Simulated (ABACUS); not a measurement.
O: equation of state with PBEsol

Crystal: O.

```
O
1.0
     2.85140   -1.66242    0.00000
     2.85140    1.66242    0.00000
    -2.39449    0.00000    3.64705
O
2
Direct
  0.97455 0.97455 0.84443
  0.02545 0.02545 0.15557
```

- Program: ABACUS 3.10.1
- Task: equation of state
- Functional: PBEsol
- Potentials or basis: Ansatz NC PBE
- Cutoff: 1252 eV
- Density cutoff: 5007 eV
- Basis: plane waves
- k mesh: 8 × 8 × 6
- Occupations: fermi-dirac, width 0.05 eV
- Spin: no spin polarisation
- Radial cutoff of the potentials (pseudo_rcut): 10 bohr
- SCF threshold on the density: 1e-08
- Max SCF steps: 100
- Eigensolver: dav
- Mixing: broyden
- Mixing share: 0.7
- Symmetry key: 1
- Bands: 10

The equilibrium volume is 16.24 Å³/atom (rough: see the caveat) and the bulk modulus at fixed shape and positions is 61 GPa (rough).

Energy against volume, from the lowest point:
```tsv
volume (Å³/atom)	energy (meV/atom)
16.251	0.00
16.942	5.36
17.634	19.68
18.325	41.24
```

All runs of the series together: 51 s on 4 threads of Intel(R) Xeon(R) 6975P-C (Granite Rapids), on a shared host.

Caveat: spin is off for a triplet molecule; the minimum lies outside the volumes run; the cell was scaled at fixed shape and fractional positions, which overstates the stiffness of a crystal with free parameters, most of all of layers and chains; the potentials were made for another functional, which shifts forces and pressure.
